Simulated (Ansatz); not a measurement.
A crystal in the fcc structure was computed with PBE in Ansatz (plane waves, PAW datasets (generated hard set); cutoff 700 eV), no spin polarisation, no spin–orbit coupling, Fermi–Dirac smearing of 0.061 eV, k-spacing 0.11 to 0.12 Å⁻¹. It has a₀ = 4.279 Å and B₀ = 63 GPa.

(1) Which is it?
A. Eu
B. Si
C. Cd
D. Ge
E. Cu

Results:

(1) D. The five: Ge 4.279 Å, 63 GPa; Si 3.869 Å, 84 GPa; Eu 4.643 Å, 17.3 GPa; Cu 3.630 Å, 141 GPa; Cd 4.503 Å, 42 GPa.

Model structures, not the usual forms at ambient conditions (metastable or hypothetical): Ge, Si, Eu, Cd. The open f shell of Eu is treated without spin here, so this is a model state and not the ground state.
